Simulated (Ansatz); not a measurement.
# Could HfS2 exist in this structure?

Plane-wave DFT in Ansatz with scalar-relativistic PAW potentials. The crystal relaxes under PBE to P-3m1 with a = 3.651 Å, c = 6.857 Å, 26.39 Å³/atom. No spin polarisation.

```
Hf S
1.0
     3.65141    0.00000    0.00000
    -1.82571    3.16222    0.00000
     0.00000    0.00000    6.85734
Hf S
1 2
Direct
  0.00000 0.00000 0.00000
  0.66667 0.33333 0.78901
  0.33333 0.66667 0.21099
```

Test it against the elements, against displacements at the zone centre and against strain.

- Energy over the elements: -1.578 eV/atom (PBE, standard states in the same functional, gases uncorrected)
- Optical modes at Γ: all 6 real, 151 to 331 cm⁻¹ (PBE+D3(BJ), without the LO-TO term)
- Least eigenvalue of the elastic tensor: 6 GPa (PBEsol)

It passes all three tests. So it is a local minimum against everything tried and bound against the elements. Modes at other wave vectors, other structures and decomposition into other compounds weren't tested here. The modes and the tensor belong to cells relaxed at their own level (22.15 Å³/atom for the tensor), not to the cell shown; modes and shear constants soften as a cell grows, so the larger cell shown may fail a test that the smaller one passes.

Spin–orbit coupling is left out, which can shift energies with elements as heavy as these. The cell holds layers, and where no dispersion correction was added their binding is poorly described.